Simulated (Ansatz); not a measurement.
# GePt: the cost of one run

Program: Ansatz 0.2.0. Level of theory: DFT PBE, scalar-relativistic, plane waves, PAW. These are calculated values, not measurements.

1 further run of the same task is left out (set aside as unsound or not needed).

## (1) The system as given

Symmetry: Pnma, No. 62, orthorhombic system. The conventional cell has a = 5.827 Å, b = 3.745 Å, c = 6.191 Å, α = 90.00°, β = 90.00°, γ = 90.00°. Around Ge (site symmetry m) lie 6 Pt at 2.51 to 2.70 Å. Around Pt (site symmetry m) lie 6 Ge at 2.51 to 2.70 Å.

Structure file:

```cif
data_structure
_symmetry_space_group_name_H-M 'P 1'
_symmetry_Int_Tables_number 1
_cell_length_a 5.8271
_cell_length_b 3.7445
_cell_length_c 6.1905
_cell_angle_alpha 90.000
_cell_angle_beta 90.000
_cell_angle_gamma 90.000
_cell_volume 135.08
loop_
_atom_site_label
_atom_site_type_symbol
_atom_site_fract_x
_atom_site_fract_y
_atom_site_fract_z
_atom_site_occupancy
Ge1 Ge 0.81323 0.75000 0.58749 1
Ge2 Ge 0.18677 0.25000 0.41251 1
Ge3 Ge 0.68677 0.25000 0.08749 1
Ge4 Ge 0.31323 0.75000 0.91251 1
Pt1 Pt 0.00178 0.75000 0.19301 1
Pt2 Pt 0.99822 0.25000 0.80699 1
Pt3 Pt 0.49822 0.25000 0.69301 1
Pt4 Pt 0.50178 0.75000 0.30699 1
```

This cell was relaxed beforehand with the same method: volume 16.88 Å³/atom, gap on the mesh none (metal).

## (2) Zero of the scan

input.yaml

```yaml
crystal:
  lattice:
    - [5.8271351762, 0.0, 0.0]
    - [0.0, 3.7445187411, 0.0]
    - [0.0, 0.0, 6.1905450783]
  atoms:
    - { symbol: Ge, position: [0.8132301603, 0.75, 0.5874912879] }
    - { symbol: Ge, position: [0.1867698397, 0.25, 0.4125087121] }
    - { symbol: Ge, position: [0.6867698397, 0.25, 0.0874912879] }
    - { symbol: Ge, position: [0.3132301603, 0.75, 0.9125087121] }
    - { symbol: Pt, position: [0.0017840208, 0.75, 0.1930138331] }
    - { symbol: Pt, position: [0.9982159792, 0.25, 0.8069861669] }
    - { symbol: Pt, position: [0.4982159792, 0.25, 0.6930138331] }
    - { symbol: Pt, position: [0.5017840208, 0.75, 0.3069861669] }
basis:
  ecutwfc: 420
kpoints:
  mp_grid: { grid: [6, 10, 6] }
hamiltonian:
  xc: pbe
scf:
  occupations: { method: gaussian, width: 0.15 }
output:
  forces: true
  stress: true
  eigenvalues: true
  write_density: true
  write_potential: true
  elf: true
  volumetric_format: npy
```

Run with:

```sh
ansatz run input.yaml --threads 2 --pin off --max-ram 5120MiB --backend cpu --events-out ev --progress --plain --runs-dir out
```

Q: Estimate wall time and peak memory on 2 threads of Oxide Virtual Turin-like (Zen 5), shared host.

About 22 s, with a peak of 0.95 GiB.
